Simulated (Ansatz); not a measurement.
**Electron scattering at the Σ11 (113) boundary in fcc Cu with Mg (substitutional)**

How much does the Σ11 (113) boundary in fcc Cu with Mg (substitutional) reflect electrons?

Main program and level: Ansatz 0.2.0; Ansatz plane-wave DFT, PBE, PAW files; relaxation of a bicrystal slab with its lowest layers held; PAW set soft_1, in the first sound run; inputs show where later runs differ.

### 1. Set-up

The cell holds 36 atoms: 35 Cu and 1 Mg. Its edges and angles: a = 5.112 Å, b = 4.427 Å, c = 29.579 Å, α = 90.0°, β = 90.0°, γ = 73.2°. It derives from Cu. built on the (1 1 3) plane; 2 overlapping atoms removed and the grains opened by 0.05 Å. Vacuum lies along c.

### 2. Relaxing the bicrystal

The boundary is built by mirroring the lower grain in the boundary plane and removing any atoms that overlap; then the Mg is put in at the boundary. A thin bicrystal slab is relaxed first, with the lowest layers held and the upper grain free to shift and open.

Contents of input.yaml:

```yaml
crystal:
  lattice:
    - [5.1123254594, 0.0, 0.0]
    - [1.2780813649, 4.2389163388, 0.0]
    - [0.0, 0.0, 29.5791746534]
  atoms:
    - { symbol: Cu, position: [0.9545454546, 0.1818181818, 0.169037847] }
    - { symbol: Cu, position: [0.4545454546, 0.1818181818, 0.169037847] }
    - { symbol: Cu, position: [0.8181818182, 0.7272727273, 0.2058864563] }
    - { symbol: Cu, position: [0.3181818182, 0.7272727273, 0.2058864563] }
    - { symbol: Cu, position: [0.6818181818, 0.2727272727, 0.2427350656] }
    - { symbol: Cu, position: [0.1818181818, 0.2727272727, 0.2427350656] }
    - { symbol: Cu, position: [0.5454545455, 0.8181818182, 0.2795836749] }
    - { symbol: Cu, position: [0.0454545455, 0.8181818182, 0.2795836749] }
    - { symbol: Cu, position: [0.4090909091, 0.3636363636, 0.3164322842] }
    - { symbol: Cu, position: [0.9090909091, 0.3636363636, 0.3164322842] }
    - { symbol: Cu, position: [0.2727272727, 0.9090909091, 0.3532808935] }
    - { symbol: Cu, position: [0.7727272727, 0.9090909091, 0.3532808935] }
    - { symbol: Cu, position: [0.1363636364, 0.4545454545, 0.3901295028] }
    - { symbol: Cu, position: [0.6363636364, 0.4545454545, 0.3901295028] }
    - { symbol: Mg, position: [0.0, 0.0, 0.4269781121] }
    - { symbol: Cu, position: [0.5, 0.0, 0.4269781121] }
    - { symbol: Cu, position: [0.1363636364, 0.4545454545, 0.4655170999] }
    - { symbol: Cu, position: [0.6363636364, 0.4545454545, 0.4655170999] }
    - { symbol: Cu, position: [0.2727272727, 0.9090909091, 0.5023657092] }
    - { symbol: Cu, position: [0.7727272727, 0.9090909091, 0.5023657092] }
    - { symbol: Cu, position: [0.4090909091, 0.3636363636, 0.5392143185] }
    - { symbol: Cu, position: [0.9090909091, 0.3636363636, 0.5392143185] }
    - { symbol: Cu, position: [0.5454545455, 0.8181818182, 0.5760629278] }
    - { symbol: Cu, position: [0.0454545455, 0.8181818182, 0.5760629278] }
    - { symbol: Cu, position: [0.6818181818, 0.2727272727, 0.6129115371] }
    - { symbol: Cu, position: [0.1818181818, 0.2727272727, 0.6129115371] }
    - { symbol: Cu, position: [0.8181818182, 0.7272727273, 0.6497601464] }
    - { symbol: Cu, position: [0.3181818182, 0.7272727273, 0.6497601464] }
    - { symbol: Cu, position: [0.9545454546, 0.1818181818, 0.6866087557] }
    - { symbol: Cu, position: [0.4545454546, 0.1818181818, 0.6866087557] }
    - { symbol: Cu, position: [0.090909091, 0.6363636364, 0.723457365] }
    - { symbol: Cu, position: [0.590909091, 0.6363636364, 0.723457365] }
    - { symbol: Cu, position: [0.2272727273, 0.0909090909, 0.7603059743] }
    - { symbol: Cu, position: [0.7272727273, 0.0909090909, 0.7603059743] }
    - { symbol: Cu, position: [0.3636363637, 0.5454545455, 0.7971545836] }
    - { symbol: Cu, position: [0.8636363637, 0.5454545455, 0.7971545836] }
kpoints:
  mp_grid: { grid: [6, 6, 1] }
hamiltonian:
  xc: pbe
  pseudopotentials: { kind: paw, azcp: { folder: soft_1 } }
scf:
  occupations: { method: fermi_dirac, width: 0.1 }
relax:
  f_tol: 0.03
  max_steps: 80
  constraints: [{ sites: [0, 1, 2, 3, 4, 5] }]
```

On the command line:

```
ansatz run input.yaml --threads 4 --pin off --max-ram 15360MiB --backend cpu --events-out ev --progress --plain --runs-dir out
```

Numbers of over 12 decimals in the logs are rounded to 6 here.

Log:

```text
Engine: ansatz 0.2.0, aarch64-unknown-linux-gnu
Pseudopotentials: kind: paw
Pseudopotential: Cu, paw, valence charge 19, recommended cutoff 420 eV (normal), soft_1/Cu.paw.azcp
Pseudopotential: Mg, paw, valence charge 10, recommended cutoff 420 eV (normal), soft_1/Mg.paw.azcp
Functional definition: PBE
  parameter kappa = 0.804
  parameter beta = 0.066725
  exchange = pbe_x(kappa = kappa, mu = beta*pi^2/3)
  correlation = pbe_c(beta = beta)
Crystal: 36 atoms, lattice volume = 641.002 Å³
Basis set: ecut = 420 eV, 12589 PW (Γ), exchange–correlation on 72×60×400 points (8 copies of the dense FFT grid, shifted against one another)
Bands: 405, of which v1, the nominal top of the filled ones, is band 338 counted from 1 (337 counted from 0)
Symmetry: 1 space group operations
Space group: P1 (ITA 1), of the structure as read, at distance tolerance 8.6e-5 Å
k-points: 20 of 36 (time reversal used)
Non-local potential: Cu, projectors of the file, l = 0: 3, l = 1: 2, l = 2: 3, l = 3: 1
Non-local potential: Mg, projectors of the file, l = 0: 3, l = 1: 2, l = 2: 1
PAW form: soft (Blöchl's): semilocal exchange-correlation on the pseudo side does not see the compensation charge
PAW one-centre angular grid: Cu, 590 points (default); XC on 64 Gauss nodes
PAW one-centre angular grid: Mg, 110 points (default); XC on 64 Gauss nodes
Initial density: superposition of atomic densities (neutral atoms: chi_scale 0, normalization atom)
Initial wavefunctions: pseudopotential atomic-orbital guess
Functional: x = pbe(κ = 0.804, μ = 0.219515), c = pbe(β = 0.066725)
SCF iter   1: F=—  HF=-233831.654257 eV  |F-HF|=—  |Δ(HF+E_count)|=         —  Δρ=2.14e-1  dr2=1.81e2  ethr=3.10e-3  ⟨swp⟩=6.0  Hψ=30400  notcnv=0  defer=481
preconditioner: auto → LDOS  [metal: Δε(μ)=0.010 eV  Ē_g=8.216 eV  σ=0.100 eV  W_gap=0.02  n_scr=220 (ndim 8)  ℏωp=28.9 eV  f_vac=0.315  D(μ)=16.57/eV (n_scr^D=110)  β→1.0]
SCF iter   2: F=—  HF=-234039.048902 eV  |F-HF|=—  |Δ(HF+E_count)|=    2.07e2  Δρ=4.46e-1  dr2=7.23e2  ethr=3.10e-3  ⟨swp⟩=4.0  Hψ=25176  notcnv=0  defer=883  recentre
SCF iter   3: F=—  HF=-233802.342707 eV  |F-HF|=—  |Δ(HF+E_count)|=    2.37e2  Δρ=4.93e-2  dr2=1.02e1  ethr=3.10e-3  ⟨swp⟩=4.0  Hψ=20857  notcnv=0  defer=966
SCF iter   4: F=—  HF=-233800.526181 eV  |F-HF|=—  |Δ(HF+E_count)|=    1.82e0  Δρ=1.59e-2  dr2=9.42e-1  ethr=1.51e-3  ⟨swp⟩=2.3  Hψ=13226  notcnv=0  defer=937
SCF iter   5: F=—  HF=-233800.375757 eV  |F-HF|=—  |Δ(HF+E_count)|=   1.50e-1  Δρ=4.71e-3  dr2=8.04e-2  ethr=1.40e-4  ⟨swp⟩=2.0  Hψ=13864  notcnv=0  defer=945
SCF iter   6: F=—  HF=-233800.397251 eV  |F-HF|=—  |Δ(HF+E_count)|=   2.15e-2  Δρ=2.24e-3  dr2=2.60e-2  ethr=1.19e-5  ⟨swp⟩=2.3  Hψ=11363  notcnv=0  defer=945
SCF iter   7: F=—  HF=-233800.398986 eV  |F-HF|=—  |Δ(HF+E_count)|=   1.73e-3  Δρ=1.01e-3  dr2=4.92e-3  ethr=3.85e-6  ⟨swp⟩=2.0  Hψ=10850  notcnv=0  defer=945
SCF iter   8: F=—  HF=-233800.398534 eV  |F-HF|=—  |Δ(HF+E_count)|=   4.52e-4  Δρ=3.70e-4  dr2=9.28e-4  ethr=7.29e-7  ⟨swp⟩=2.2  Hψ=10956  notcnv=0  defer=945
SCF iter   9: F=—  HF=-233800.398499 eV  |F-HF|=—  |Δ(HF+E_count)|=   3.43e-5  Δρ=1.18e-4  dr2=1.39e-4  ethr=1.37e-7  ⟨swp⟩=2.0  Hψ=10977  notcnv=0  defer=945
SCF iter  10: F=-233800.398530 eV  HF=-233800.398526 eV  |F-HF|=4.19e-6  |Δ(HF+E_count)|=   2.67e-5  Δρ=6.07e-5  dr2=1.85e-5  ethr=3.33e-9  ⟨swp⟩=3.0  Hψ=29790  notcnv=0
SCF 1 converged in 10 iterations: F = -233800.398530 eV  dr2 = 1.85e-5
  greatest PAW one-centre occupation: 1.000 electrons in one spin orbital (limit 2), on the Mg atom at site 14 (counted from 0), in its partial waves of l = 0
relax step   1: F+E_penalty+E_count = -233800.39853030 eV  Δ(F+E_penalty+E_count) = +0.000e0 eV  max|allowed force component| = 1.723e0 eV/Å  Δτ_max = 0.0000 Å  (10 SCF iters, dr2 threshold 2.25e-5 eV, accepted)
Initial density: handed on by an earlier stage of this run
Initial wavefunctions: those handed on with the density
iter 1 solved again at ethr=1.50e-4 eV; its pass at ethr=3.10e-3 eV (dr2=1.02e0 eV) is discarded
SCF iter   1: F=—  HF=-233801.115290 eV  |F-HF|=—  |Δ(HF+E_count)|=         —  Δρ=1.63e-2  dr2=1.02e0  ethr=1.50e-4  ⟨swp⟩=1.1  Hψ=31816  notcnv=0  defer=843
preconditioner: auto → LDOS  [metal: Δε(μ)=0.031 eV  Ē_g=8.998 eV  σ=0.100 eV  W_gap=0.08  n_scr=220 (ndim 8)  ℏωp=28.9 eV  f_vac=0.310  D(μ)=11.10/eV (n_scr^D=66)  β→1.0]
SCF iter   2: F=—  HF=-233800.985760 eV  |F-HF|=—  |Δ(HF+E_count)|=   1.30e-1  Δρ=1.62e-2  dr2=1.08e0  ethr=1.50e-4  ⟨swp⟩=2.0  Hψ=13584  notcnv=0  defer=843
SCF iter   3: F=—  HF=-233800.945140 eV  |F-HF|=—  |Δ(HF+E_count)|=   4.06e-2  Δρ=1.57e-2  dr2=9.76e-1  ethr=1.50e-4  ⟨swp⟩=2.0  Hψ=16189  notcnv=0  defer=951
SCF iter   4: F=—  HF=-233800.787376 eV  |F-HF|=—  |Δ(HF+E_count)|=   1.58e-1  Δρ=6.37e-3  dr2=1.45e-1  ethr=1.45e-4  ⟨swp⟩=2.0  Hψ=9059  notcnv=0  defer=951
SCF iter   5: F=—  HF=-233800.753603 eV  |F-HF|=—  |Δ(HF+E_count)|=   3.38e-2  Δρ=1.42e-3  dr2=7.20e-3  ethr=2.15e-5  ⟨swp⟩=2.0  Hψ=10834  notcnv=0  defer=951
SCF iter   6: F=—  HF=-233800.751225 eV  |F-HF|=—  |Δ(HF+E_count)|=   2.38e-3  Δρ=2.07e-4  dr2=1.14e-3  ethr=1.07e-6  ⟨swp⟩=2.2  Hψ=12574  notcnv=0  defer=951
SCF iter   7: F=—  HF=-233800.751352 eV  |F-HF|=—  |Δ(HF+E_count)|=   1.27e-4  Δρ=2.40e-4  dr2=4.88e-4  ethr=1.69e-7  ⟨swp⟩=2.0  Hψ=10993  notcnv=0  defer=950
SCF iter   8: F=—  HF=-233800.751322 eV  |F-HF|=—  |Δ(HF+E_count)|=   2.97e-5  Δρ=1.14e-4  dr2=1.14e-4  ethr=7.24e-8  ⟨swp⟩=2.0  Hψ=10090  notcnv=0  defer=950
SCF iter   9: F=-233800.751316 eV  HF=-233800.751314 eV  |F-HF|=2.10e-6  |Δ(HF+E_count)|=   8.71e-6  Δρ=1.79e-5  dr2=5.07e-6  ethr=1.48e-8  ⟨swp⟩=3.0  Hψ=26790  notcnv=0
SCF 2 converged in 9 iterations: F = -233800.751316 eV  dr2 = 5.07e-6
relax step   2: F+E_penalty+E_count = -233800.75131580 eV  Δ(F+E_penalty+E_count) = -3.528e-1 eV  max|allowed force component| = 1.005e0 eV/Å  Δτ_max = 0.1246 Å  (9 SCF iters, dr2 threshold 1.00e-4 eV, accepted)
SCF iter   1: F=—  HF=-233801.568487 eV  |F-HF|=—  |Δ(HF+E_count)|=         —  Δρ=2.17e-2  dr2=1.93e0  ethr=2.47e-3  ⟨swp⟩=5.7  Hψ=20768  notcnv=0  defer=826
preconditioner: auto → LDOS  [metal: Δε(μ)=0.035 eV  Ē_g=8.957 eV  σ=0.100 eV  W_gap=0.09  n_scr=220 (ndim 8)  ℏωp=28.9 eV  f_vac=0.307  D(μ)=11.16/eV (n_scr^D=66)  β→1.0]
SCF iter   2: F=—  HF=-233801.542866 eV  |F-HF|=—  |Δ(HF+E_count)|=   2.56e-2  Δρ=2.58e-2  dr2=2.52e0  ethr=2.86e-4  ⟨swp⟩=2.1  Hψ=16332  notcnv=0  defer=950
SCF iter   3: F=—  HF=-233801.243381 eV  |F-HF|=—  |Δ(HF+E_count)|=   2.99e-1  Δρ=1.82e-2  dr2=1.37e0  ethr=2.86e-4  ⟨swp⟩=2.3  Hψ=14055  notcnv=0  defer=950
[...]
relax step   4: F+E_penalty+E_count = -233801.02076867 eV  Δ(F+E_penalty+E_count) = -3.932e-2 eV  max|allowed force component| = 5.514e-2 eV/Å  Δτ_max = 0.1265 Å  (9 SCF iters, dr2 threshold 3.16e-6 eV, accepted)
SCF iter   1: F=—  HF=-233801.068047 eV  |F-HF|=—  |Δ(HF+E_count)|=         —  Δρ=5.31e-3  dr2=1.03e-1  ethr=1.56e-4  ⟨swp⟩=4.2  Hψ=16556  notcnv=0  defer=953
preconditioner: auto → LDOS  [metal: Δε(μ)=0.018 eV  Ē_g=8.952 eV  σ=0.100 eV  W_gap=0.05  n_scr=220 (ndim 8)  ℏωp=28.9 eV  f_vac=0.302  D(μ)=11.08/eV (n_scr^D=66)  β→1.0]
SCF iter   2: F=—  HF=-233801.033982 eV  |F-HF|=—  |Δ(HF+E_count)|=   3.41e-2  Δρ=2.31e-3  dr2=6.81e-2  ethr=1.53e-5  ⟨swp⟩=2.0  Hψ=15433  notcnv=0  defer=951
SCF iter   3: F=—  HF=-233801.031113 eV  |F-HF|=—  |Δ(HF+E_count)|=   2.87e-3  Δρ=2.75e-3  dr2=3.11e-2  ethr=1.01e-5  ⟨swp⟩=2.0  Hψ=13317  notcnv=0  defer=951
SCF iter   4: F=—  HF=-233801.025869 eV  |F-HF|=—  |Δ(HF+E_count)|=   5.24e-3  Δρ=5.52e-4  dr2=2.58e-3  ethr=4.61e-6  ⟨swp⟩=2.0  Hψ=13305  notcnv=0  defer=951
SCF iter   5: F=—  HF=-233801.025780 eV  |F-HF|=—  |Δ(HF+E_count)|=   8.88e-5  Δρ=3.10e-4  dr2=4.44e-4  ethr=3.82e-7  ⟨swp⟩=3.0  Hψ=12124  notcnv=0  defer=951
SCF iter   6: F=—  HF=-233801.025726 eV  |F-HF|=—  |Δ(HF+E_count)|=   5.43e-5  Δρ=3.17e-5  dr2=9.28e-6  ethr=6.58e-8  ⟨swp⟩=2.0  Hψ=10888  notcnv=0  defer=951
SCF iter   7: F=—  HF=-233801.025341 eV  |F-HF|=—  |Δ(HF+E_count)|=   3.84e-4  Δρ=2.02e-5  dr2=3.22e-6  ethr=1.37e-9  ⟨swp⟩=2.4  Hψ=12369  notcnv=0  defer=951
SCF iter   8: F=—  HF=-233801.025345 eV  |F-HF|=—  |Δ(HF+E_count)|=   3.48e-6  Δρ=1.41e-5  dr2=1.30e-6  ethr=4.76e-10  ⟨swp⟩=2.0  Hψ=12786  notcnv=0  defer=951
SCF iter   9: F=—  HF=-233801.025345 eV  |F-HF|=—  |Δ(HF+E_count)|=   1.04e-7  Δρ=3.17e-6  dr2=1.04e-7  ethr=1.93e-10  ⟨swp⟩=2.0  Hψ=11348  notcnv=0  defer=951
SCF iter  10: F=-233801.025345 eV  HF=-233801.025345 eV  |F-HF|=1.01e-8  |Δ(HF+E_count)|=   6.34e-8  Δρ=2.73e-6  dr2=6.21e-8  ethr=1.48e-11  ⟨swp⟩=4.0  Hψ=23435  notcnv=0
SCF 5 converged in 10 iterations: F = -233801.025345 eV  dr2 = 6.21e-8
relax step   5: F+E_penalty+E_count = -233801.02534499 eV  Δ(F+E_penalty+E_count) = -4.576e-3 eV  max|allowed force component| = 2.492e-2 eV/Å  Δτ_max = 0.0557 Å  (10 SCF iters, accepted)
SCF converged after 10 iterations
Free energy (F): -233801.025345 eV
Harris-Foulkes:  -233801.025345 eV  (|F-HF|=1.01e-8)
Internal energy: -233800.657148 eV  (E = F + TS)
E sigma→0 (E₀):  -233800.841247 eV
Entropy (-TS):   -0.368197 eV (-10.228 meV/atom)
Fermi energy:    9.331334 eV
--- Per-component energies (eV) ---
  E_band       = -17778.217392
  E_kinetic    = 9223.024171
  E_local      = -1087243.866497  (includes V_loc(G=0)·N_el)
  E_nonlocal   = 31375.836391
  E_hartree    = 529024.121852
  E_xc         = -2429.010841
  E_vxc        = -3135.332239  (∫ρ·V_xc dr)
  E_paw        = -63854.483269  (= ΣΔE_a)
  E_vpaw       = -26046.234644  (= ΣTr[D̂ρ^β])
  E_aug_tail   = 0.033644  (compensation charges beyond the density's cutoff)
  E_ewald      = 350103.687400
  E_smearing   = -0.368197  (= −TS)
  E_closure    = 0.000000  (closes the sum)
  Σ components = -233801.025345   (vs F -233801.025345, Δ=0.00e0)
--- Forces (eV/Å), atoms counted from 1 ---
  atom   1  Cu     0.00698165    -0.01146032     0.41190143
  atom   2  Cu    -0.00765241    -0.01265308     0.41126352
  atom   3  Cu     0.01856522     0.01280627    -0.25558106
  atom   4  Cu    -0.01867557     0.01327840    -0.25490356
  atom   5  Cu     0.02184154    -0.00330146    -0.19217812
  atom   6  Cu    -0.02018770     0.01245993    -0.18365739
  atom   7  Cu     0.00031064     0.00045411     0.00060921
  atom   8  Cu     0.00010089     0.00176815     0.00074737
  atom   9  Cu     0.00093471    -0.00185032     0.00558645
  atom  10  Cu    -0.00116439    -0.00143553     0.00436485
  atom  11  Cu     0.00653708    -0.00357522     0.01078420
  atom  12  Cu    -0.00519562    -0.00452527     0.00470887
  atom  13  Cu    -0.00501581     0.00363310    -0.00611597
  atom  14  Cu     0.00364843    -0.00218807     0.00217427
  atom  15  Mg     0.00052725    -0.00045174    -0.00405476
  atom  16  Cu    -0.00089749     0.01356528    -0.02492388
  atom  17  Cu     0.00037397     0.00707797     0.00885096
  atom  18  Cu    -0.00125190    -0.01303763     0.01220355
  atom  19  Cu     0.00043969    -0.00480006     0.00196774
  atom  20  Cu     0.00025177    -0.00247422     0.00382249
  atom  21  Cu     0.00192684    -0.00003664    -0.00124724
  atom  22  Cu    -0.00185407    -0.00214543     0.00118527
  atom  23  Cu     0.00055892    -0.00008520     0.00072399
  atom  24  Cu    -0.00032574     0.00007911     0.00341966
  atom  25  Cu    -0.00060479     0.00041393     0.00765124
  atom  26  Cu     0.00015644    -0.00051096     0.00691304
  atom  27  Cu    -0.00008196     0.00153289     0.00594421
  atom  28  Cu     0.00010625     0.00176559     0.00614352
  atom  29  Cu    -0.00009219     0.00084475     0.00982304
  atom  30  Cu    -0.00023552     0.00112775     0.00891804
  atom  31  Cu     0.00052734    -0.00463253    -0.00369883
  atom  32  Cu    -0.00037382    -0.00455112    -0.00404698
  atom  33  Cu     0.00012607     0.00197920    -0.01769624
  atom  34  Cu    -0.00012255     0.00178193    -0.01803693
  atom  35  Cu     0.00017893    -0.00041208     0.01843994
  atom  36  Cu    -0.00036645    -0.00049529     0.01832439
  max |Σ_I F_I| component: 3.30e-4 eV/Å
--- Relaxed structure (5 steps of the walk, 5 accepted, 0 SCFs on fresh bases) ---
  F+E_penalty+E_count = -233801.02534499 eV   max|allowed force component| = 2.492e-2 eV/Å
  atoms:
    - { symbol: Cu, position: [0.954545, 0.1818181818, 0.169038] }
    - { symbol: Cu, position: [0.4545454546, 0.1818181818, 0.169038] }
    - { symbol: Cu, position: [0.8181818182, 0.727273, 0.205886] }
    - { symbol: Cu, position: [0.3181818182, 0.727273, 0.205886] }
    - { symbol: Cu, position: [0.681818, 0.2727272727, 0.242735] }
    - { symbol: Cu, position: [0.1818181818, 0.2727272727, 0.242735] }
    - { symbol: Cu, position: [0.546846, 0.814563, 0.280069] }
    - { symbol: Cu, position: [0.045693, 0.815149, 0.280611] }
    - { symbol: Cu, position: [0.411885, 0.356915, 0.316339] }
    - { symbol: Cu, position: [0.909786, 0.358334, 0.317031] }
    - { symbol: Cu, position: [0.276308, 0.899056, 0.354035] }
    - { symbol: Cu, position: [0.771301, 0.905742, 0.355120] }
    - { symbol: Cu, position: [0.145646, 0.433076, 0.390057] }
    - { symbol: Cu, position: [0.634750, 0.458064, 0.391745] }
    - { symbol: Mg, position: [0.00648257, -0.030413, 0.434083] }
    - { symbol: Cu, position: [0.500332, -0.000773337, 0.434337] }
    - { symbol: Cu, position: [0.145319, 0.433609, 0.477353] }
    - { symbol: Cu, position: [0.634117, 0.460185, 0.475424] }
    - { symbol: Cu, position: [0.276088, 0.899841, 0.514144] }
    - { symbol: Cu, position: [0.770975, 0.906510, 0.513088] }
    - { symbol: Cu, position: [0.411356, 0.358447, 0.550980] }
    - { symbol: Cu, position: [0.908729, 0.360258, 0.550201] }
    - { symbol: Cu, position: [0.546415, 0.814309, 0.588264] }
    - { symbol: Cu, position: [0.045311, 0.814932, 0.587649] }
    - { symbol: Cu, position: [0.682809, 0.269081, 0.624769] }
    - { symbol: Cu, position: [0.181913, 0.269504, 0.624670] }
    - { symbol: Cu, position: [0.818836, 0.724948, 0.662050] }
    - { symbol: Cu, position: [0.318179, 0.724816, 0.662017] }
    - { symbol: Cu, position: [0.954395, 0.181709, 0.698974] }
    - { symbol: Cu, position: [0.454289, 0.181602, 0.698997] }
    - { symbol: Cu, position: [0.089221, 0.641659, 0.735974] }
    - { symbol: Cu, position: [0.589310, 0.641576, 0.735924] }
    - { symbol: Cu, position: [0.226805, 0.091247, 0.774669] }
    - { symbol: Cu, position: [0.726925, 0.091195, 0.774707] }
    - { symbol: Cu, position: [0.363040, 0.546066, 0.806620] }
    - { symbol: Cu, position: [0.863172, 0.546003, 0.806633] }
```

The job ended after 25 min (4 threads of Arm Neoverse V1, shared host; peak memory 6.5 GiB; 1.7 h of CPU time).

Relaxation path:

| step | energy less that of the first step (eV) | largest force component (eV/Å) |
| --- | --- | --- |
| 1 | 0.0000 | 1.7225 |
| 2 | -0.3528 | 1.0047 |
| 3 | -0.5829 | 0.2248 |
| 4 | -0.6222 | 0.0551 |
| 5 | -0.6268 | 0.0249 |

The atoms that moved most (Å):

| atom | dx | dy | dz | length |
| --- | --- | --- | --- | --- |
| Cu34 | -0.001 | 0.001 | 0.426 | 0.426 |
| Cu33 | -0.002 | 0.001 | 0.425 | 0.425 |
| Cu31 | -0.002 | 0.022 | 0.370 | 0.371 |
| Cu32 | -0.002 | 0.022 | 0.369 | 0.369 |
| Cu30 | -0.002 | -0.001 | 0.366 | 0.366 |
| Cu29 | -0.001 | 0.000 | 0.366 | 0.366 |
| Cu27 | 0.000 | -0.010 | 0.364 | 0.364 |
| Cu28 | -0.003 | -0.010 | 0.363 | 0.363 |

This step gave:

```
free energy             : -233801.0253 eV
energy at zero smearing : -233800.8412 eV
Fermi energy            : 9.331 eV
```

The largest force component on a free atom ends at 0.025 eV/Å, under the tolerance of 0.03, after 5 steps.

(Part 1 of 2 ends here.)

[Logs are printed without paths, hosts, clocks, repeated set-up lines and the standing remarks that a program may print on its own settings, such as how far it seeks lower states.]

[Hosts, paths, dates, database ids (printed as entryN), source tags and the programs' standing remarks are cut or masked in the printed files.]
